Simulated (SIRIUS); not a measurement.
# Ge (Fd-3m) in SIRIUS: reference runs

How does Ge come out in PBEsol? The cell is run as given and disturbed.

Everything below comes from runs of SIRIUS 7.12.0. Logs are shortened: lines on timing, memory, paths and dates and some standing lists are left out, and cuts for length are marked. The log counts tension as positive stress, the text compression.

**What was measured.**

From “Electronic and optical properties of SixGe1-x-ySny alloys lattice-matched to Ge”, 2021, arxiv:2109.02782, for a bulk crystal of Ge at 293 K: band gap 0.666 eV (indirect).

The results are compared with them further down.

**1. The crystal as given**

Symmetry: Fd-3m, No. 227, cubic system. Conventional cell: a = 5.658 Å, b = 5.658 Å, c = 5.658 Å, α = 90.00°, β = 90.00°, γ = 90.00°. Ge (site symmetry -43m) is surrounded by 4 Ge at 2.45 Å.

**2. Single point, PBEsol (atoms moved at random)**

sirius.json

```json
{
  "control": {
    "processing_unit": "cpu",
    "std_evp_solver_name": "lapack",
    "gen_evp_solver_name": "lapack",
    "verbosity": 2,
    "print_forces": true,
    "ortho_rf": true,
    "use_second_variation": true,
    "rmt_max": 3.0,
    "num_bands_to_print": 24,
    "save_wf": true
  },
  "parameters": {
    "electronic_structure_method": "full_potential_lapwlo",
    "xc_functionals": ["XC_GGA_X_PBE_SOL", "XC_GGA_C_PBE_SOL"],
    "core_relativity": "dirac",
    "valence_relativity": "iora",
    "num_fv_states": 29,
    "smearing": "fermi_dirac",
    "smearing_width": 0.0018374661,
    "pw_cutoff": 20,
    "gk_cutoff": 3.85,
    "lmax_apw": 10,
    "lmax_rho": 8,
    "lmax_pot": 8,
    "num_mag_dims": 0,
    "auto_rmt": 0,
    "ngridk": [8, 8, 8],
    "shiftk": [0, 0, 0],
    "num_dft_iter": 80,
    "energy_tol": 1e-07,
    "density_tol": 1e-05,
    "use_symmetry": true
  },
  "settings": {"tol_ne": 1e-10},
  "iterative_solver": {"type": "exact"},
  "mixer": {"type": "anderson", "beta": 0.5, "max_history": 8},
  "unit_cell": {
    "lattice_vectors": [[0.0, 5.3458651312, 5.3458651312], [5.3458651312, 0.0, 5.3458651312], [5.3458651312, 5.3458651312, 0.0]],
    "atom_types": ["Ge"],
    "atom_files": {"Ge": "Ge.json"},
    "atoms": {"Ge": [[0.760966, 0.733256, 0.753339], [0.493445, 0.489395, 0.51015]]}
  }
}
```

Ge.json

```json
{
  "name": "germanium",
  "symbol": "Ge",
  "number": 32,
  "mass": 72.64,
  "rmin": 1e-06,
  "rmt": 2.18,
  "nrmt": 800,
  "rinf": 16.93,
  "core": "1s2s2p",
  "valence": [
    {"basis": [{"enu": 0.01, "dme": 0, "n": 0, "auto": 0}, {"enu": 0.01, "dme": 1, "n": 0, "auto": 0}]},
    {"l": 0, "n": 1, "basis": [{"enu": 0.0153, "dme": 0, "n": 0, "auto": 0}]},
    {"l": 1, "n": 2, "basis": [{"enu": 0.11, "dme": 0, "n": 0, "auto": 0}]},
    {"l": 2, "n": 3, "basis": [{"enu": 0.11, "dme": 0, "n": 0, "auto": 0}]},
    {"l": 3, "n": 4, "basis": [{"enu": 0.11, "dme": 0, "n": 0, "auto": 0}]}
  ],
  "lo": [
    {
      "l": 0,
      "basis": [{"enu": 0.0153, "dme": 0, "n": 0, "auto": 0}, {"enu": 0.0153, "dme": 1, "n": 0, "auto": 0}]
    },
    {
      "l": 0,
      "basis": [{"enu": 0.0153, "dme": 1, "n": 0, "auto": 0}, {"enu": 0.0153, "dme": 2, "n": 0, "auto": 0}]
    },
    {
      "l": 0,
      "basis": [{"enu": -5.8905, "dme": 0, "n": 3, "auto": 1}, {"enu": -5.8905, "dme": 1, "n": 3, "auto": 1}]
    },
    {
      "l": 0,
      "basis": [{"enu": 0.0153, "dme": 0, "n": 0, "auto": 0}, {"enu": 2.5403, "dme": 0, "n": 0, "auto": 0}]
    },
    {"l": 1, "basis": [{"enu": 0.11, "dme": 0, "n": 0, "auto": 0}, {"enu": 0.11, "dme": 1, "n": 0, "auto": 0}]},
    {
      "l": 1,
      "basis": [{"enu": -3.9766, "dme": 0, "n": 3, "auto": 1}, {"enu": -3.9766, "dme": 1, "n": 3, "auto": 1}]
    },
    {
      "l": 1,
      "basis": [{"enu": -3.9766, "dme": 1, "n": 3, "auto": 1}, {"enu": 0.11, "dme": 0, "n": 0, "auto": 0}]
    },
    {"l": 1, "basis": [{"enu": 0.11, "dme": 0, "n": 0, "auto": 0}, {"enu": 3.9817, "dme": 0, "n": 0, "auto": 0}]},
    {"l": 2, "basis": [{"enu": 0.11, "dme": 0, "n": 0, "auto": 0}, {"enu": 0.11, "dme": 1, "n": 0, "auto": 0}]},
    {
      "l": 2,
      "basis": [{"enu": -0.8292, "dme": 0, "n": 3, "auto": 1}, {"enu": -0.8292, "dme": 1, "n": 3, "auto": 1}]
    },
    {
      "l": 2,
      "basis": [{"enu": -0.8292, "dme": 1, "n": 3, "auto": 1}, {"enu": 0.11, "dme": 0, "n": 0, "auto": 0}]
    },
    {"l": 2, "basis": [{"enu": 0.11, "dme": 0, "n": 0, "auto": 0}, {"enu": 4.4867, "dme": 0, "n": 0, "auto": 0}]},
    {"l": 3, "basis": [{"enu": 0.11, "dme": 0, "n": 0, "auto": 0}, {"enu": 0.11, "dme": 1, "n": 0, "auto": 0}]},
    {"l": 3, "basis": [{"enu": 0.11, "dme": 0, "n": 0, "auto": 0}, {"enu": 3.7713, "dme": 0, "n": 0, "auto": 0}]}
  ],
  "free_atom": [... radial grid and density of the free atom, the start of the SCF ...]
}
```

sirius_start.json

```json
{
  "control": {
    "processing_unit": "cpu",
    "std_evp_solver_name": "lapack",
    "gen_evp_solver_name": "lapack",
    "verbosity": 1,
    "print_forces": false,
    "ortho_rf": true,
    "use_second_variation": true,
    "rmt_max": 3.0,
    "num_bands_to_print": 24,
    "save_wf": false
  },
  "parameters": {
    "electronic_structure_method": "full_potential_lapwlo",
    "xc_functionals": ["XC_LDA_X", "XC_LDA_C_PW"],
    "core_relativity": "dirac",
    "valence_relativity": "iora",
    "num_fv_states": 29,
    "smearing": "fermi_dirac",
    "smearing_width": 0.0055123983,
    "pw_cutoff": 20,
    "gk_cutoff": 3.08,
    "lmax_apw": 10,
    "lmax_rho": 8,
    "lmax_pot": 8,
    "num_mag_dims": 0,
    "auto_rmt": 0,
    "ngridk": [3, 3, 3],
    "shiftk": [0, 0, 0],
    "num_dft_iter": 30,
    "energy_tol": 0.01,
    "density_tol": 0.05,
    "use_symmetry": true
  },
  "settings": {"tol_ne": 1e-10},
  "iterative_solver": {"type": "exact"},
  "mixer": {"type": "anderson", "beta": 0.5, "max_history": 8},
  "unit_cell": {
    "lattice_vectors": [[0.0, 5.3458651312, 5.3458651312], [5.3458651312, 0.0, 5.3458651312], [5.3458651312, 5.3458651312, 0.0]],
    "atom_types": ["Ge"],
    "atom_files": {"Ge": "Ge.json"},
    "atoms": {"Ge": [[0.760966, 0.733256, 0.753339], [0.493445, 0.489395, 0.51015]]}
  }
}
```

Potentials or basis: all-electron FP-LAPW, apw+lo standard.

Run with:

```bash
> OMP_NUM_THREADS=1 sirius.scf --input=sirius_start.json --output=start.json
> OMP_NUM_THREADS=1 sirius.scf --input=sirius.json --output=output.json --task=1
```

The program printed:

```text
[info] SIRIUS version : 7.12.0
[info] number of MPI ranks           : 1
[info] MPI grid                      : 1 1
[info] maximum number of OMP threads : 1
[fft] FFT context for density and potential
[fft] =====================================
[fft]   plane wave cutoff                     : 20
[fft]   grid size                             : 54 54 54   total : 157464
[fft]   grid limits                           : -26 27   -26 27   -26 27
[fft]   number of G-vectors within the cutoff : 41151
[fft]   number of G-shells                    : 1090
[fft] FFT context for coarse grid
[fft] =====================================
[fft]   plane wave cutoff                     : 7.7
[fft]   grid size                             : 24 24 24   total : 13824
[fft]   grid limits                           : -11 12   -11 12   -11 12
[fft]   number of G-vectors within the cutoff : 2397
[fft]   number of G-shells                    : 89
[unit cell] lattice vectors
[unit cell]   a1 :       0.0000000000      5.3458651312      5.3458651312
[unit cell]   a2 :       5.3458651312      0.0000000000      5.3458651312
[unit cell]   a3 :       5.3458651312      5.3458651312      0.0000000000
[unit cell] reciprocal lattice vectors
[unit cell]   b1 :      -0.5876677725      0.5876677725      0.5876677725
[unit cell]   b2 :       0.5876677725     -0.5876677725      0.5876677725
[unit cell]   b3 :       0.5876677725      0.5876677725     -0.5876677725
[unit cell] unit cell volume :       305.55119698 [a.u.^3]
[unit cell] 1/sqrt(omega)    :         0.05720816
[unit cell] MT volume        :        86.79367664 (28.41%)
[unit cell] IT volume        :       218.75752034 (71.59%)
[unit cell] number of atom types : 1
[unit cell] type id : 0 symbol : Ge mt_radius :   2.180000 num_atoms : 2
[unit cell] total number of atoms : 2
[unit cell] number of symmetry classes : 1
[unit cell] atom id  type id  class id             position                      vector_field
[unit cell] ------------------------------------------------------------------------------------------
[unit cell]      0        0        0      0.76097   0.73326   0.75334      0.00000   0.00000   0.00000
[unit cell]      1        0        0      0.49345   0.48940   0.51015      0.00000   0.00000   0.00000
[unit cell] atom id         position (Cartesian, a.u.)
[unit cell] ---------------------------------------------
[unit cell]      0       7.947136    8.095270    7.987909
[unit cell]      1       5.343433    5.365084    5.254130
[unit cell] class id : 0 atom id : 0 1
[unit cell] minimum bond length:     4.521508
[sym] space group number   : 2
[sym] international symbol : P-1
[sym] Hall symbol          : -P 1
[sym] space group transformation matrix :
[sym]  -1.0000 -1.0000 -1.0000
[sym]   1.0000  0.0000  0.0000
[sym]   0.0000  0.0000  1.0000
[sym] space group origin shift :
[sym]   0.8703  0.8728  0.8683
[sym] number of space group operations  : 2
[... 491 lines left out ...]
[diagonalize] ik:    4   -5.811235   -5.811210   -3.874962   -3.874954   -3.874737   -3.874636   -3.874618   -3.874395   -0.718610   -0.718542   -0.718274   -0.714583   -0.714575   -0.710094   -0.710085   -0.708169   -0.706921   -0.706871   -0.194054   -0.096441    0.143146    0.144121    0.203949    0.331879
[diagonalize] ...
[diagonalize] ik:  255   -5.811229   -5.811215   -3.874980   -3.874895   -3.874755   -3.874703   -3.874619   -3.874354   -0.719278   -0.718653   -0.715909   -0.715635   -0.712482   -0.711746   -0.710062   -0.709929   -0.706660   -0.706281   -0.137608   -0.127889    0.079112    0.082569    0.214189    0.221872
[diagonalize] ik:  256   -5.811234   -5.811210   -3.874975   -3.874896   -3.874762   -3.874693   -3.874623   -3.874351   -0.719558   -0.718598   -0.716048   -0.714512   -0.712963   -0.711305   -0.711195   -0.709628   -0.706734   -0.706028   -0.163799   -0.096838    0.059050    0.089384    0.227329    0.259856
[... 3 lines left out ...]
[generate_core_charge_density] atom class : 0
[generate_core_charge_density]   n,l,k : 1 0 1  energy :        -402.02319028
[generate_core_charge_density]   n,l,k : 2 0 1  energy :         -49.99092977
[generate_core_charge_density]   n,l,k : 2 1 1  energy :         -44.44007774
[generate_core_charge_density]   n,l,k : 2 1 2  energy :         -43.27001300
[find] Total energy                   :   -4195.11794089 (Ha),   -8390.23588179 (Ry)
[find] iteration : 1, RMS (target) : 9.0084e-02 (1.0000e-05) , energy difference (target) : 2.4489e-05 (1.0000e-07)
[find] Total energy                   :   -4195.11792327 (Ha),   -8390.23584655 (Ry)
[find] iteration : 2, RMS (target) : 4.4872e-03 (1.0000e-05) , energy difference (target) : 1.7619e-05 (1.0000e-07)
[find] Total energy                   :   -4195.11793352 (Ha),   -8390.23586705 (Ry)
[find] iteration : 3, RMS (target) : 1.3813e-03 (1.0000e-05) , energy difference (target) : -1.0250e-05 (1.0000e-07)
[find] Total energy                   :   -4195.11793716 (Ha),   -8390.23587432 (Ry)
[find] iteration : 4, RMS (target) : 1.7558e-04 (1.0000e-05) , energy difference (target) : -3.6335e-06 (1.0000e-07)
[find] Total energy                   :   -4195.11793690 (Ha),   -8390.23587381 (Ry)
[find] iteration : 5, RMS (target) : 4.3198e-05 (1.0000e-05) , energy difference (target) : 2.5513e-07 (1.0000e-07)
[find] Total energy                   :   -4195.11793679 (Ha),   -8390.23587358 (Ry)
[find] iteration : 6, RMS (target) : 4.1780e-06 (1.0000e-05) , energy difference (target) : 1.1173e-07 (1.0000e-07)
[find] Charges and magnetic moments
[... 10 lines left out ...]
[find] valence_eval_sum               :     -84.07816660
[find] core_eval_sum                  :   -2331.92327390
[find] kinetic energy                 :    4281.30746367
[find] enuc                           :   -5073.94936876
[find] <rho|V^{XC}>                   :    -205.14543416
[find] <rho|E^{XC}>                   :    -156.39432142
[find] <mag|B^{XC}>                   :       0.00000000
[find] <rho|V^{H}>                    :   -6492.16347001
[find] smearing (-TS)                 :      -0.00003399
[find] SCF correction                 :       0.00002471
[find] Total energy                   :   -4195.11793680 (Ha),   -8390.23587360 (Ry)
[find] Free energy (E-TS)             :   -4195.11797079 (Ha),   -8390.23594158 (Ry)
[find] band gap (eV)                  :       0.00000000
[find] Efermi                         :       0.19619689
[find] iteration : 7, RMS (target) : 7.8690e-07 (1.0000e-05) , energy difference (target) : -1.0367e-08 (1.0000e-07)
[find] converged after 8 SCF iterations!
[find] Charges and magnetic moments
[find] --------------------------------------------------------------------------------
[find] atom      charge    core leakage
[find] --------------------------------------------------------------------------------
[find]    0   30.048966    1.395147e-15
[find]    1   30.048966    1.395147e-15
[find] total core leakage    : 2.79029480e-15
[find] interstitial charge   : 3.902066
[find] total charge          : 63.999999
[find] Energy
[find] --------------------------------------------------------------------------------
[find] valence_eval_sum               :     -84.07816660
[find] core_eval_sum                  :   -2331.92327390
[find] kinetic energy                 :    4281.30746367
[find] enuc                           :   -5073.94936876
[find] <rho|V^{XC}>                   :    -205.14543416
[find] <rho|E^{XC}>                   :    -156.39432142
[find] <mag|B^{XC}>                   :       0.00000000
[find] <rho|V^{H}>                    :   -6492.16347001
[find] smearing (-TS)                 :      -0.00003399
[find] SCF correction                 :       0.00002471
[find] Total energy                   :   -4195.11793680 (Ha),   -8390.23587360 (Ry)
[find] Free energy (E-TS)             :   -4195.11797079 (Ha),   -8390.23594158 (Ry)
[find] band gap (eV)                  :       0.00000000
[find] Efermi                         :       0.19619689
[ground_state]
[ground_state] ==== total Forces in Ha/bohr =====
[ground_state] atom:    0, force:       0.0083745     -0.0071424     -0.0075076
[ground_state] atom:    1, force:      -0.0083745      0.0071424      0.0075076
[ground_state] ==== contribution from density =====
[ground_state] atom:    0, force:       0.0043211     -0.0040218     -0.0041058
[ground_state] atom:    1, force:      -0.0043211      0.0040218      0.0041058
[ground_state] ==== contribution from Hartree potential =====
[ground_state] atom:    0, force:       0.0112842     -0.0093734     -0.0099426
[ground_state] atom:    1, force:      -0.0112842      0.0093734      0.0099426
[ground_state] ==== contribution from IBS =====
[ground_state] atom:    0, force:      -0.0072308      0.0062529      0.0065408
[ground_state] atom:    1, force:       0.0072308     -0.0062529     -0.0065408
```

It took 10 min on 1 thread of AMD EPYC, shared host; peak memory 1.2 GiB.

What came out:

```yaml
Free_energy: -114154.9755 eV
Largest_force: 0.685 eV/Å
Band_gap_on_the_k_mesh: none (metal or under the smearing width)
All_electrons_inside_the_program's_atomic_spheres: Ge 30.05 (radii Ge 2.18 bohr)
```

Forces on the atoms (eV/Å):
```
Ge   0.431 -0.367 -0.386
Ge  -0.431  0.367  0.386
```

Levels at points of the mesh, in eV from the Fermi level:
```tsv
k point	band 19	band 20	band 21	band 22	band 23	band 24	band 25	band 26
(0.00, 0.00, 0.00)	-12.83	-0.34	-0.05	0.11	0.14	2.36	2.38	2.73
(0.50, 0.00, 0.00)	-10.60	-7.95	-1.43	-1.40	0.23	3.73	3.76	7.01
(0.00, 0.50, 0.00)	-10.78	-7.56	-1.61	-1.29	0.03	3.41	3.87	6.90
(0.50, 0.50, 0.00)	-9.06	-8.82	-3.16	-3.08	0.53	0.72	9.37	9.53
(0.00, 0.00, 0.50)	-10.78	-7.55	-1.61	-1.29	0.03	3.41	3.86	6.90
(0.50, 0.00, 0.50)	-9.05	-8.83	-3.16	-3.08	0.54	0.71	9.38	9.52
(0.00, 0.50, 0.50)	-9.07	-8.80	-3.17	-3.07	0.52	0.73	9.37	9.54
(0.50, 0.50, 0.50)	-10.77	-7.58	-1.61	-1.28	0.04	3.41	3.88	6.91
```

**3. Single point, PBEsol**

Changes to sirius.json since step 2:

```diff
@@ -22,3 +22,3 @@
     "pw_cutoff": 20,
-    "gk_cutoff": 3.85,
+    "gk_cutoff": 3.77,
     "lmax_apw": 10,
@@ -42,3 +42,3 @@
     "atom_files": {"Ge": "Ge.json"},
-    "atoms": {"Ge": [[0.760966, 0.733256, 0.753339], [0.493445, 0.489395, 0.51015]]}
+    "atoms": {"Ge": [[0.75, 0.75, 0.75], [0.5, 0.5, 0.5]]}
   }
```

Ge.json

```json
{
  "name": "germanium",
  "symbol": "Ge",
  "number": 32,
  "mass": 72.64,
  "rmin": 1e-06,
  "rmt": 2.23,
  "nrmt": 800,
  "rinf": 16.93,
  "core": "1s2s2p",
  "valence": [
    {"basis": [{"enu": 0.0, "dme": 0, "n": 0, "auto": 0}, {"enu": 0.0, "dme": 1, "n": 0, "auto": 0}]},
    {"l": 0, "n": 1, "basis": [{"enu": 0.0053, "dme": 0, "n": 0, "auto": 0}]},
    {"l": 1, "n": 2, "basis": [{"enu": 0.1, "dme": 0, "n": 0, "auto": 0}]},
    {"l": 2, "n": 3, "basis": [{"enu": 0.1, "dme": 0, "n": 0, "auto": 0}]},
    {"l": 3, "n": 4, "basis": [{"enu": 0.1, "dme": 0, "n": 0, "auto": 0}]}
  ],
  "lo": [
    {
      "l": 0,
      "basis": [{"enu": 0.0053, "dme": 0, "n": 0, "auto": 0}, {"enu": 0.0053, "dme": 1, "n": 0, "auto": 0}]
    },
    {
      "l": 0,
      "basis": [{"enu": 0.0053, "dme": 1, "n": 0, "auto": 0}, {"enu": 0.0053, "dme": 2, "n": 0, "auto": 0}]
    },
    {
      "l": 0,
      "basis": [{"enu": -5.9005, "dme": 0, "n": 3, "auto": 1}, {"enu": -5.9005, "dme": 1, "n": 3, "auto": 1}]
    },
    {
      "l": 0,
      "basis": [{"enu": 0.0053, "dme": 0, "n": 0, "auto": 0}, {"enu": 2.4184, "dme": 0, "n": 0, "auto": 0}]
    },
    {"l": 1, "basis": [{"enu": 0.1, "dme": 0, "n": 0, "auto": 0}, {"enu": 0.1, "dme": 1, "n": 0, "auto": 0}]},
    {
      "l": 1,
      "basis": [{"enu": -3.9866, "dme": 0, "n": 3, "auto": 1}, {"enu": -3.9866, "dme": 1, "n": 3, "auto": 1}]
    },
    {"l": 1, "basis": [{"enu": -3.9866, "dme": 1, "n": 3, "auto": 1}, {"enu": 0.1, "dme": 0, "n": 0, "auto": 0}]},
    {"l": 1, "basis": [{"enu": 0.1, "dme": 0, "n": 0, "auto": 0}, {"enu": 3.8001, "dme": 0, "n": 0, "auto": 0}]},
    {"l": 2, "basis": [{"enu": 0.1, "dme": 0, "n": 0, "auto": 0}, {"enu": 0.1, "dme": 1, "n": 0, "auto": 0}]},
    {
      "l": 2,
      "basis": [{"enu": -0.8392, "dme": 0, "n": 3, "auto": 1}, {"enu": -0.8392, "dme": 1, "n": 3, "auto": 1}]
    },
    {"l": 2, "basis": [{"enu": -0.8392, "dme": 1, "n": 3, "auto": 1}, {"enu": 0.1, "dme": 0, "n": 0, "auto": 0}]},
    {"l": 2, "basis": [{"enu": 0.1, "dme": 0, "n": 0, "auto": 0}, {"enu": 4.2827, "dme": 0, "n": 0, "auto": 0}]},
    {"l": 3, "basis": [{"enu": 0.1, "dme": 0, "n": 0, "auto": 0}, {"enu": 0.1, "dme": 1, "n": 0, "auto": 0}]},
    {"l": 3, "basis": [{"enu": 0.1, "dme": 0, "n": 0, "auto": 0}, {"enu": 3.599, "dme": 0, "n": 0, "auto": 0}]}
  ],
  "free_atom": [... radial grid and density of the free atom, the start of the SCF ...]
}
```

Changes to sirius_start.json since step 2:

```diff
@@ -22,3 +22,3 @@
     "pw_cutoff": 20,
-    "gk_cutoff": 3.08,
+    "gk_cutoff": 3.01,
     "lmax_apw": 10,
@@ -42,3 +42,3 @@
     "atom_files": {"Ge": "Ge.json"},
-    "atoms": {"Ge": [[0.760966, 0.733256, 0.753339], [0.493445, 0.489395, 0.51015]]}
+    "atoms": {"Ge": [[0.75, 0.75, 0.75], [0.5, 0.5, 0.5]]}
   }
```

Potentials or basis: all-electron FP-LAPW, apw+lo standard.

Run with:

```bash
> OMP_NUM_THREADS=1 sirius.scf --input=sirius_start.json --output=start.json
> OMP_NUM_THREADS=1 sirius.scf --input=sirius.json --output=output.json --task=1
```

Wall time 42 s (1 thread of Arm Neoverse V2, shared host); peak memory 0.44 GiB.

Results (log left out):

* Free energy: -114155.0040 eV
* Band gap on the k mesh: none (metal or under the smearing width)
* All electrons inside the program's atomic spheres: Ge 30.18 (radii Ge 2.23 bohr)

Levels at points of the mesh, in eV from the Fermi level:
```tsv
k point	band 20	band 21	band 22	band 23	band 24	band 25
(0.00, 0.00, 0.00)	-0.03	-0.02	-0.02	-0.02	2.51	2.51
(0.50, 0.00, 0.00)	-7.65	-1.43	-1.43	0.10	3.68	3.68
(0.50, 0.50, 0.00)	-8.92	-3.11	-3.11	0.64	0.64	9.46
```

Caveat: this crystal is a semiconductor, whose small gap the functional closes, so the metal is an error of the method.

**4. How close it comes**

Step 3. A measured gap of Ge is 0.666 eV (indirect; 293 K; “Electronic and optical properties of SixGe1-x-ySny alloys lattice-matched to Ge”, 2021, arxiv:2109.02782); the calculated 0.00 eV misses it by -0.67 eV. 3 values of this kind are on record (0.666 to 0.807 eV); this one was drawn at random among those near their median. Spin-orbit coupling on Ge is left out. The value is that of PBEsol on a finite k mesh, which can miss the band edges, without temperature or zero-point motion. Semilocal functionals fall short of measured gaps as a rule.
